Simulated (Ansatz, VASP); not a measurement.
One calculation of LiF, two programs

INCAR

```
ALGO = Normal ; EDIFF = 1E-6
EDIFFG = -0.005 ; ENCUT = 600
GGA = PE ; IBRION = 2
ISIF = 3 ; ISMEAR = -1
LASPH = T ; LCHARG = F
LREAL = F ; LWAVE = F
NELM = 80 ; NSW = 100
PREC = Accurate ; SIGMA = 0.03
```

The input KPOINTS:

```
k-points
0
Gamma
  16 16 16
```

Contents of POSCAR:

```
LiF
1.0
    0.0000000000      2.2322827293      2.2322827293
    2.2322827293      0.0000000000      2.2322827293
    2.2322827293      2.2322827293      0.0000000000
Li F
1 1
Direct
    0.0000000000      0.0000000000      0.0000000000
    0.2500000000      0.2500000000      0.2500000000
```

Input for Ansatz:

```yaml
crystal:
  lattice:
    - [0.0, 2.2322827293, 2.2322827293]
    - [2.2322827293, 0.0, 2.2322827293]
    - [2.2322827293, 2.2322827293, 0.0]
  atoms:
    - { symbol: Li, position: [0.0, 0.0, 0.0] }
    - { symbol: F, position: [0.25, 0.25, 0.25] }
kpoints:
  mp_grid: { grid: [16, 16, 16] }
scf:
  occupations: { method: fermi_dirac, width: 0.03 }
hamiltonian:
  xc: pbe
  pseudopotentials: { kind: paw }
output:
  forces: true
  stress: true
relax:
  f_tol: 0.005
  max_steps: 80
  cell: {}
```

Alike in both runs: task relaxation of cell and atoms; functional PBE; k mesh 16 × 16 × 16; occupations fermi-dirac, width 0.03 eV; no spin polarisation.

```csv
,VASP,Ansatz
version,VASP 6.6.1,Ansatz 0.2.0
potentials or method,"VASP PAW PBE potentials, release 64 (Li_sv, F)","PAW with Ansatz's default frozen-core files, scalar-relativistic"
plane-wave cutoff (eV),600,420
valence electrons in the cell,10,10
```

```tsv
	VASP	Ansatz	Ansatz less VASP
relaxed volume (Å³/atom)	10.28	10.40	+0.114
relaxed cell length with the largest relative difference (Å)	3.075	3.087	+0.0114
energy change over the relaxation (meV/atom)	-10	-7	+2.4
```

Caveats: the cutoff is under 1.25 times the usual one of these potentials, so pressure, stress and relaxed cells hold a basis-set (Pulay) error (VASP). A k mesh can miss the band edges.
